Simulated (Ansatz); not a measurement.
Hf:

```xyz
1
Lattice="0.0000 2.2200 2.2200 2.2200 0.0000 2.2200 2.2200 2.2200 0.0000" Properties=species:S:1:pos:R:3 pbc="T T T"
Hf    0.0000    0.0000    0.0000
```

This isn't the form of Hf at room conditions, which is hcp.

```yaml
Program: Ansatz 0.2.0
Task: relaxation of cell and atoms
Functional: RPBE
Potentials_or_basis: Ansatz PAW
Cutoff: "420 eV (not typed: the program's choice for these potentials)"
k_mesh: 10 × 10 × 10
Occupations: fermi-dirac, width 0.05 eV
Spin: no spin polarisation
```

At the start: volume 21.88 Å³/atom.

Problem. Where does the relaxation end?

Solution. It ends after 4 steps and the volume is 23.19 Å³/atom (+6.0 %); space group Fm-3m (No. 225, to 0.05 Å).

The path:
| step | energy change (eV) | largest force (eV/Å) | volume (Å³) |
| --- | --- | --- | --- |
| 1 | 0.0000 | 0.0000 | 21.88 |
| 2 | -0.0230 | 0.0000 | 23.23 |
| 3 | -0.0231 | 0.0000 | 23.19 |
| 4 | -0.0235 | 0.0000 | 23.19 |

Final structure:
```
Hf
1.0
     0.00000    2.26339    2.26339
     2.26339    0.00000    2.26339
     2.26339    2.26339    0.00000
Hf
1
Cartesian
  0.0000 0.0000 0.0000
```

Caveat: the plane-wave basis is chosen anew once the cell has moved, so the energies of steps on either side of that aren't comparable; the PAW data sets come from PBE, with cores solved anew for the run's functional, which leaves a small shift of forces and pressure.
